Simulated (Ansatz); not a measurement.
# B: the cost of one run

Method: DFT PBE, scalar-relativistic, plane waves, PAW, in Ansatz 0.2.0.

### Step 1. The structure to begin with

The structure is hexagonal, space group P6_522 (No. 179). The conventional cell has a = 4.633 Å, b = 4.633 Å, c = 4.196 Å, α = 90.00°, β = 90.00°, γ = 120.00°. B (site symmetry 1) is surrounded by 4 B at 1.64 to 1.71 Å.

As a file:

```cif
data_structure
_symmetry_space_group_name_H-M 'P 1'
_symmetry_Int_Tables_number 1
_cell_length_a 4.6326
_cell_length_b 4.6326
_cell_length_c 4.1964
_cell_angle_alpha 90.000
_cell_angle_beta 90.000
_cell_angle_gamma 120.000
_cell_volume 77.99
loop_
_atom_site_label
_atom_site_type_symbol
_atom_site_fract_x
_atom_site_fract_y
_atom_site_fract_z
_atom_site_occupancy
B1 B 0.36673 0.29689 0.64941 1
B2 B 0.70311 0.06984 0.31607 1
B3 B 0.93016 0.63327 0.98274 1
B4 B 0.63327 0.70311 0.14941 1
B5 B 0.29689 0.93016 0.81607 1
B6 B 0.06984 0.36673 0.48274 1
B7 B 0.06984 0.70311 0.35059 1
B8 B 0.29689 0.36673 0.01726 1
B9 B 0.63327 0.93016 0.68393 1
B10 B 0.93016 0.29689 0.85059 1
B11 B 0.70311 0.63327 0.51726 1
B12 B 0.36673 0.06984 0.18393 1
```

A structure generator made this guess: 4-connected net of one element (P6_522, No. 179). Its size is a rough estimate.

### Step 2. The guess as it stands, on a coarse mesh

input.yaml

```yaml
crystal:
  lattice:
    - [4.63261362, 0.0, 0.0]
    - [-2.31630681, 4.01196108, 0.0]
    - [0.0, 0.0, 4.19636633]
  atoms:
    - { symbol: B, position: [0.36672977, 0.29688742, 0.64940799] }
    - { symbol: B, position: [0.70311258, 0.06984235, 0.31607466] }
    - { symbol: B, position: [0.93015765, 0.63327023, 0.98274133] }
    - { symbol: B, position: [0.63327023, 0.70311258, 0.14940799] }
    - { symbol: B, position: [0.29688742, 0.93015765, 0.81607466] }
    - { symbol: B, position: [0.06984235, 0.36672977, 0.48274133] }
    - { symbol: B, position: [0.06984235, 0.70311258, 0.35059201] }
    - { symbol: B, position: [0.29688742, 0.36672977, 0.01725867] }
    - { symbol: B, position: [0.63327023, 0.93015765, 0.68392534] }
    - { symbol: B, position: [0.93015765, 0.29688742, 0.85059201] }
    - { symbol: B, position: [0.70311258, 0.63327023, 0.51725867] }
    - { symbol: B, position: [0.36672977, 0.06984235, 0.18392534] }
basis:
  ecutwfc: 420
kpoints:
  mp_grid: { grid: [6, 6, 4] }
hamiltonian:
  xc: pbe
scf:
  occupations: { method: gaussian, width: 0.1 }
  lower_state_search: "off"
output:
  forces: true
  stress: true
  eigenvalues: true
```

On the command line:

```bash
$ ansatz run input.yaml --threads 1 --pin off --max-ram 2560MiB --backend cpu --events-out ev --progress --plain --runs-dir out
```

**Question.** How long does this run take on 1 thread of Arm Neoverse V1, shared host, and how much memory does it need?

About 4.5 s, with a peak of 0.29 GiB.
